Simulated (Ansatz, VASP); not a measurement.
Two plane-wave programs on LiF

```xyz
12
Lattice="1.4389 -2.4918 -0.0004 -4.3156 -2.4911 0.0002 -0.0005 -0.0026 -7.0468" Properties=species:S:1:pos:R:3 pbc="T T T"
Li   -3.8365   -3.3233   -4.6979
Li   -2.3981   -0.8319   -4.6977
Li   -2.3978   -2.4913    0.0001
Li    0.4797   -2.4917   -0.0003
Li   -2.3972   -4.1531   -2.3491
Li   -0.9591   -1.6617   -2.3489
F    -2.3978   -4.1547   -5.8723
F    -0.9595   -1.6633   -5.8724
F    -3.8360   -3.3224   -1.1745
F    -2.3975   -0.8308   -1.1742
F    -2.3976   -2.4928   -3.5234
F     0.4799   -2.4929   -3.5239
```

Change from the starting cell: cell x2, atoms moved at random (sigma 0.05 Å) and cell strained at random (1.5 %), then relaxed without symmetry.

Alike in both runs: functional PBE; k mesh 4 × 4 × 2; occupations gaussian, width 0.1 eV; no spin polarisation.

Ansatz relaxed the structure, and its values are those at the end. VASP's run is a single point on that final structure, the one shown.

```csv
,VASP,Ansatz
version,VASP 6.6.1,Ansatz 0.2.0
potentials or method,"VASP PAW PBE potentials, release 64 (Li_sv, F)","scalar-relativistic, plane waves, PAW"
plane-wave cutoff (eV),520,420
valence electrons in the cell,60,60
```

|  | VASP | Ansatz | Ansatz less VASP |
| --- | --- | --- | --- |
| gap on the k mesh at the Fermi level (eV) | 8.82 | 8.82 | +0.001 |
| least direct gap on the mesh (eV) | 8.82 | 8.82 | +0.001 |

With one functional, cell and mesh, what is left measures potentials, basis and numerics.

Caveats: the k mesh is coarse (spacing up to 0.55 Å⁻¹), so the values aren't converged. A k mesh can miss the band edges.
